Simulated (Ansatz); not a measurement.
# bcc V(110) / bcc Cr(110) interface: specific resistance, part 3 of 3

How much resistance does one bcc V(110) / bcc Cr(110) interface add to a current across the layers?

Ansatz 0.2.0; Ansatz plane-wave DFT, PBE, PAW files; ballistic transport by layer matching (Landauer), zero bias; PAW set soft_1 (the session's first sound run).

So far, transmission per spin nearest the Fermi level: step 2 (transmission: PBE) 0.543; step 6 (LDA) 0.556; step 8 (r2SCAN, cutoff 500 eV) 0.496; step 10 (in plane spacing 3.026 Å, lattice of V, PBE) 0.669.

## 11. Resistance: PBE on the lower metal's lattice

This step: Ansatz plane-wave DFT, PBE, PAW files; ballistic transport by layer matching (Landauer), zero bias; specific resistance of one interface, 1/T less the mean of the leads' 1/N; PAW set soft_1 (Ansatz 0.2.0).

Numbers from this step:

* area resistance: 0.6138 fΩ m²
* T over the leads' mean channel count: 0.4845
* twice the interface resistance (2AR, or 2AR* for magnets): 1.228 fΩ m²

Twice the interface resistance is 1.23 fΩ m² here, against 1.55 in the first run; 48.4 % of the two leads' mean channel count pass, 44.5 % before.

## 12. Transmission: PBE on the upper metal's lattice, k-mesh 16×16×1, in plane spacing 2.8839 Å

And the upper metal's lattice, which puts it on the lower one. To save time only the energies from -0.06 to 0.06 eV are solved. The mesh is 52×52 and the cutoff, the files' own for this level, 420 eV.

This step: Ansatz plane-wave DFT, PBE, PAW files; ballistic transport by layer matching (Landauer), zero bias; PAW set soft_1 (Ansatz 0.2.0).

The cell differs from the one that the last finished run ended in (a 2.621 → 2.498 Å, b 2.621 → 2.498 Å, c 39.919 → 43.950 Å).

input.yaml

```yaml
crystal:
  lattice:
    - [1.44195, -2.0392252463, 0.0]
    - [1.44195, 2.0392252463, 0.0]
    - [0.0, 0.0, 43.9498706791]
  atoms:
    - { symbol: V, position: [0.0, 0.0, 0.0227531955] }
    - { symbol: V, position: [0.5, 0.5, 0.0763543048] }
    - { symbol: V, position: [0.0, 0.0, 0.1299554141] }
    - { symbol: V, position: [0.5, 0.5, 0.1835565234] }
    - { symbol: V, position: [0.0, 0.0, 0.2371576327] }
    - { symbol: V, position: [0.5, 0.5, 0.290758742] }
    - { symbol: V, position: [0.0, 0.0, 0.3443598513] }
    - { symbol: V, position: [0.5, 0.5, 0.3979609606] }
    - { symbol: V, position: [0.0, 0.0, 0.4515620698] }
    - { symbol: V, position: [0.5, 0.5, 0.5051631791] }
    - { symbol: Cr, position: [0.0, 0.0, 0.5551631791] }
    - { symbol: Cr, position: [0.5, 0.5, 0.6015620698] }
    - { symbol: Cr, position: [0.0, 0.0, 0.6479609606] }
    - { symbol: Cr, position: [0.5, 0.5, 0.6943598513] }
    - { symbol: Cr, position: [0.0, 0.0, 0.740758742] }
    - { symbol: Cr, position: [0.5, 0.5, 0.7871576327] }
    - { symbol: Cr, position: [0.0, 0.0, 0.8335565234] }
    - { symbol: Cr, position: [0.5, 0.5, 0.8799554141] }
    - { symbol: Cr, position: [0.0, 0.0, 0.9263543048] }
    - { symbol: Cr, position: [0.5, 0.5, 0.9727531955] }
kpoints:
  mp_grid: { grid: [16, 16, 1] }
hamiltonian:
  xc: pbe
  pseudopotentials: { kind: paw, azcp: { folder: soft_1 } }
scf:
  occupations: { method: fermi_dirac, width: 0.1 }
output:
  transmission:
    leads: [[4, 5], [14, 15]]
    kmesh: [52, 52]
    e_range: [-0.06, 0.06]
    de: 0.04
  write_potential: true
  write_density: true
  volumetric_format: npy
```

Started as:

```console
$ ansatz run input.yaml --threads 4 --pin off --max-ram 15360MiB --backend cpu --events-out ev --progress --plain --runs-dir out
```

Numbers of over 12 decimals in the logs are rounded to 6 here.

Log:

```text
[...]
Crystal: 20 atoms, lattice volume = 258.466 Å³
Basis set: ecut = 420 eV, 5025 PW (Γ)
Bands: 162, of which v1, the nominal top of the filled ones, is band 135 counted from 1 (134 counted from 0)
Symmetry: 8 space group operations
[...]
k-points: 73 of 256
[...]
SCF iter   1: F=—  HF=-62945.847715 eV  |F-HF|=—  |Δ(HF+E_count)|=         —  Δρ=3.18e-1  dr2=1.20e4  ethr=3.10e-3  ⟨swp⟩=5.5  Hψ=40576  notcnv=0
[...]
SCF iter  12: F=-62901.422006 eV  HF=-62901.422006 eV  |F-HF|=1.62e-8  |Δ(HF+E_count)|=   2.08e-8  Δρ=8.18e-7  dr2=1.64e-8  ethr=3.70e-11  ⟨swp⟩=12.6  Hψ=44838  notcnv=0
SCF 1 converged in 12 iterations: F = -62901.422006 eV  dr2 = 1.64e-8
[...]
transmission: 2182 of 21793 steps passed
transmission: 4360 of 21793 steps passed
[...]
transmission: 21793 of 21793 steps passed
SCF converged after 12 iterations
Free energy (F): -62901.422006 eV
[...]
Internal energy: -62900.682408 eV  (E = F + TS)
E sigma→0 (E₀):  -62901.052207 eV
Entropy (-TS):   -0.739598 eV (-36.980 meV/atom)
Fermi energy:    17.227945 eV
[...]
--- Band table (eV; the first three rows and the last of 73) ---
  k-point 0: bands = [... 131 lower, 16.8273, 16.8380, 16.8931, 16.8941, 16.9264, 16.9379, 17.0034, 17.0250, ... 23 higher]
  k-point 1: bands = [... 131 lower, 16.7997, 16.8383, 16.8510, 16.8538, 16.9258, 16.9604, 17.0186, 17.0543, ... 23 higher]
  k-point 2: bands = [... 131 lower, 16.7366, 16.7552, 16.8116, 16.8429, 16.8841, 16.8919, 16.9298, 16.9633, ... 23 higher]
  k-point 72: bands = [... 131 lower, 17.9128, 17.9380, 18.1133, 18.1685, 18.1991, 18.2120, 18.2164, 18.3235, ... 23 higher]
--- Transmission ---
  basis      : 51 plane waves across, 31 finite elements along
  points     : 703, standing for a mesh of 52 x 52
[...]
channels       : 1.209689e0 a spin
[...]
slowest decay  : 0.0028 /Å at (0.5000, 0.4808)
[...]
channels       : 8.720414e-1 a spin
[...]
slowest decay  : 0.0368 /Å at (0.4808, 0.0962)
  junction   : crystal 0 to crystal 1, 12.30 to 32.23 Å
    transmission   : 3.768080e-1 a spin
[...]
```

Wall time 3.6 min (4 threads of Arm Neoverse V1, shared host); peak memory 2.6 GiB.

This step gave:

```
free energy                        : -62901.4220 eV
energy at zero smearing            : -62901.0522 eV
cell area                          : 5.881 Å²
step of the lead's potential       : 0.7 meV
step of the upper lead's potential : 1.3 meV
```

Per spin. Table of transmission, zone mean by energy, zero at the Fermi level:

```
energy (eV)  transmission, zone mean
    -0.0600                    0.397
    -0.0200                    0.377
     0.0200                    0.370
     0.0600                    0.382
```

Over the solved energies the transmission per spin lies between 0.370 and 0.397, out of 1.20 channels of the lead on average (up to 1.27).

## 13. Resistance: PBE on the upper metal's lattice

This step: Ansatz plane-wave DFT, PBE, PAW files; ballistic transport by layer matching (Landauer), zero bias; specific resistance of one interface, 1/T less the mean of the leads' 1/N; PAW set soft_1 (Ansatz 0.2.0).

Numbers from this step:

```yaml
area_resistance: 1.231 fΩ m²
t_over_the_leads_mean_channel_count: 0.3711
twice_the_interface_resistance_2ar_or_2ar_star_for_magnets: 2.462 fΩ m²
```

Twice the interface resistance is 2.46 fΩ m² here, against 1.55 in the first run; 37.1 % of the two leads' mean channel count pass, 44.5 % before.

## 14. Summary of results

```
2AR, PBE                              : 1.55 fΩ m²
2AR, LDA                              : 1.50 fΩ m²
2AR, r2SCAN                           : 1.75 fΩ m²
2AR, PBE on the lower metal's lattice : 1.23 fΩ m²
2AR, PBE on the upper metal's lattice : 2.46 fΩ m²
```

One interface gives 2AR = 1.55 fΩ m² (PBE). The functionals span 1.50 to 1.75 fΩ m². A mesh a third as fine gives 1.63 against 1.55 fΩ m². With a misfit of 4.8 %, the choice of the common lattice gives 1.23 on the lower metal's and 2.46 fΩ m² on the upper one's. The formula assumes diffuse scattering between interfaces; layers sit on ideal sites at each metal's own atomic volume. The runs have no spin polarisation, although Cr can order magnetically, which would change the channels.

[Logs are printed without paths, hosts, clocks, repeated set-up lines and the standing remarks that a program may print on its own settings, such as how far it seeks lower states.]

[Hosts, paths, dates, database ids (printed as entryN), source tags and the programs' standing remarks are cut or masked in the printed files.]
